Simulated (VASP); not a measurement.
# HfB₂: restarted molecular dynamics, 2 variants

HfB₂, P6/mmm (no. 191), 12 atoms in the cell. PBE, molecular dynamics; PAW potentials Hf, B (PBE set).

| Restart from | Temperature at the end (K) | The same without a restart (K) | Potential energy at the end (eV/atom) | The same without a restart (eV/atom) | Electronic steps in the first step after the restart | Time (s) |
|---|---|---|---|---|---|---|
| CONTCAR with velocities, WAVECAR read | 671.0 | 672.0 | -8.61568 | -8.61568 | 4 | 449 |
| CONTCAR with velocities, no WAVECAR | 671.0 | 672.0 | -8.61568 | -8.61568 | 17 | 466 |

Limits: 60 fs of 12 atoms are too short for converged averages; the cell is only 3.5 Å across, so each atom moves in step with near copies of itself.

## Input of the first row

INCAR.step1:
```
SYSTEM = HfB2
GGA = PE ; PREC = Normal
ENCUT = 320 ; EDIFF = 1E-6
NELMIN = 4 ; NELM = 60
ALGO = Fast ; LREAL = Auto
LASPH = .True. ; ISMEAR = -1
SIGMA = 0.069 ; ISYM = 0
LWAVE = .True. ; LCHARG = .False.
IBRION = 0 ; NSW = 30
POTIM = 1.0 ; TEBEG = 1600
ISIF = 2 ; RANDOM_SEED = 234214 0 0
MDALGO = 4 ; NHC_NCHAINS = 3
NHC_PERIOD = 30 ; KPAR = 2
```

INCAR.step2, as INCAR.step1 but for:
```
- LWAVE = .True.
+ LWAVE = .False.
```

KPOINTS:
```
k-points
0
Monkhorst-Pack
  2 2 4
```

POSCAR.step1:
```
HfB2
1.0
    6.2800000000      0.0000000000      0.0000000000
   -3.1400000000      5.4386395358      0.0000000000
    0.0000000000      0.0000000000      3.4800000000
Hf B
4 8
Direct
    0.0000000000      0.0000000000      0.0000000000
    0.0000000000      0.5000000000      0.0000000000
    0.5000000000      0.0000000000      0.0000000000
    0.5000000000      0.5000000000      0.0000000000
    0.3333333333      0.1666666666      0.5000000000
    0.3333333333      0.6666666666      0.5000000000
    0.8333333333      0.1666666666      0.5000000000
    0.8333333333      0.6666666666      0.5000000000
    0.1666666666      0.3333333334      0.5000000000
    0.1666666666      0.8333333333      0.5000000000
    0.6666666666      0.3333333334      0.5000000000
    0.6666666666      0.8333333333      0.5000000000
```

Commands (each step's output is kept before the next begins):
```
cat potpaw_PBE.64/Hf/POTCAR potpaw_PBE.64/B/POTCAR > POTCAR
cp INCAR.step1 INCAR
cp POSCAR.step1 POSCAR
mpirun -np 2 vasp_std > vasp.out
cp CONTCAR POSCAR
cp INCAR.step2 INCAR
mpirun -np 2 vasp_std > vasp.out
```

Changes of the last row against the first:
```
(step 1)
- LWAVE = True
+ LWAVE = False
```

VASP 6.6.1 took 449 s on 2 cores (Intel Xeon 6975P-C (Granite Rapids)), a shared host.
